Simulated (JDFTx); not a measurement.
Ga:

```
CELL_PARAMETERS angstrom
2.71648 0.00000 0.00000
0.00000 2.71648 0.00000
0.00000 0.00000 2.71648
ATOMIC_POSITIONS crystal
Ga 0.00000 0.00000 0.00000
```

The cell was built by a generator and needn't be a form met in nature.

```yaml
Program: JDFTx 1.7.0 (patched build)
Task: relaxation of cell and atoms
Functional: BLYP
Potentials_or_basis: SG15-PBE-1.2 with smoothed tails
Cutoff: 1088 eV
Density_cutoff: 4354 eV
k_mesh: 5 × 5 × 5
Occupations: fermi-dirac, width 0.05 eV
Spin: no spin polarisation
```

At the start: pressure 3.0 GPa; volume 20.05 Å³/atom.

Problem. Where does the relaxation end?

Solution. Over 6 steps the energy falls by 9.1 meV/atom and the volume is 21.08 Å³/atom (+5.1 %); space group Pm-3m (No. 221, to 0.05 Å).

The path:
| step | energy change (eV) | largest force (eV/Å) | pressure (GPa) | volume (Å³) |
| --- | --- | --- | --- | --- |
| 1 | 0.0000 | 0.0000 | 2.96 | 20.05 |
| 2 | -0.0036 | 0.0000 | 2.27 | 20.26 |
| 3 | -0.0091 | 0.0000 | 0.18 | 21.01 |
| 4 | -0.0091 | 0.0000 | 0.01 | 21.07 |
| 5 | -0.0091 | 0.0000 | 0.01 | 21.07 |
| 6 | -0.0091 | 0.0000 | 0.00 | 21.08 |

Final structure:
```
Ga
1.0
     2.76230    0.00000    0.00000
     0.00000    2.76230    0.00000
     0.00000    0.00000    2.76230
Ga
1
Direct
  0.00000 0.00000 0.00000
```

Caveat: the k mesh is coarse (spacing up to 0.46 Å⁻¹), so the values aren't converged; the potentials were made for another functional, which shifts forces and pressure.
